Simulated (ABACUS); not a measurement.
Runs of ABACUS 3.10.1 on VO2. It takes space group P4_2/mnm (No. 136, tetragonal). The conventional cell has a = 4.507 Å, b = 4.507 Å, c = 3.044 Å, α = 90.00°, β = 90.00°, γ = 90.00°. V (site symmetry mmm) has 6 O at 1.91 to 1.99 Å as nearest neighbours. O (site symmetry m2m) is surrounded by 3 V at 1.91 to 1.99 Å. The cell is a database's computed one.

```csv
level,gap on the mesh (eV),pressure (GPa),moment (μB),largest force (eV/Å)
PW91,none,-7.5,2.00,0.29
LDA,none,-19.1,2.00,0.36
PBEsol,none,-13.8,2.00,(a)
revPBE,none,-3.3,2.00,(b)
```

Alike in all rows: task single point; potentials or basis SG15 ONCV 1.2 PBE, DZP LCAO (the cutoffs set its grid); spin collinear, ferromagnetic start; cell as given; k mesh 6 × 6 × 9; cutoff (eV) 1361; smearing fermi-dirac 0.05 eV.

Fill in the values left out.

(a) 0.33; (b) 0.28.

Caveats: the atomic orbitals were generated for these runs and aren't a published set; the potentials were made for another functional, which shifts forces and pressure; the basis of atomic orbitals isn't converged, which shifts pressures, moduli and gaps; semilocal functionals often make such compounds metallic where correlation or magnetic order opens a gap, which also shifts bond lengths.

A gap of «none» marks a metal or a gap under the smearing width.

Runs at the PBE level aren't shown here.
